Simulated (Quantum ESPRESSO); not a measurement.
NaH:

```xyz
2
Lattice="0.0000 2.4400 2.4400 2.4400 0.0000 2.4400 2.4400 2.4400 0.0000" Properties=species:S:1:pos:R:3 pbc="T T T"
Na    0.0000    0.0000    0.0000
H     2.4400    2.4400    2.4400
```

Base run:

```yaml
Program: Quantum ESPRESSO 7.5
Functional: PBE
Potentials_or_basis: SSSP 1.3 efficiency PBE
Cutoff: 816 eV
Density_cutoff: 6531 eV
k_mesh: 9 × 9 × 9
Occupations: fermi-dirac, width 0.05 eV
Spin: no spin polarisation
```

Its results: pressure -0.6 GPa.

Task: The run is repeated on the same cell with these changes: functional from PBE to PBEsol; potentials or basis from SSSP 1.3 efficiency PBE to GBRV 1.5 PBEsol; cutoff from 816 eV to 612 eV; density cutoff from 6531 eV to 4898 eV. What comes out?

Result: Pressure -1.2 GPa.
